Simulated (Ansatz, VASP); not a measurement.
**One calculation of MgZn4O, two programs**

```xyz
6
Lattice="4.0516 0.0000 0.0000 -2.0258 3.5088 0.0000 0.0000 0.0000 9.0763" Properties=species:S:1:pos:R:3 pbc="T T T"
Mg    0.0000    0.0000    4.5382
Zn    0.0000    2.3392    3.0693
Zn    2.0258    1.1696    6.0071
Zn    0.0000    0.0000    1.7760
Zn    0.0000    0.0000    7.3003
O     0.0000    0.0000    0.0000
```

Alike in both runs: functional PBE; k mesh 4 × 4 × 3; occupations gaussian, width 0.2 eV; no spin polarisation.

Ansatz relaxed the structure, and its values are those at the end. VASP's run is a single point on that final structure, the one shown.

```csv
,VASP,Ansatz
version,VASP 6.6.1,Ansatz 0.2.0
potentials or method,"VASP PAW PBE potentials, release 64 (Mg, Zn, O)","scalar-relativistic, plane waves, PAW"
plane-wave cutoff (eV),520,420
valence electrons in the cell,56,64
```

|  | VASP | Ansatz | Ansatz less VASP |
| --- | --- | --- | --- |
| gap on the k mesh at the Fermi level (eV) | none | none | - |
| pressure (GPa) | 0.1 | -0.1 | -0.23 |
| rms of the force components (eV/Å) | 0.056 | 0.019 | -0.0371 |

A gap of «none» marks a metal or a gap that the smearing closes. The functional is the same, so the differences come from potentials, cutoffs and numerics. The two sets of potentials don't hold the same shells in valence.

Caveats: the k mesh is coarse (spacing up to 0.45 Å⁻¹), so the values aren't converged.
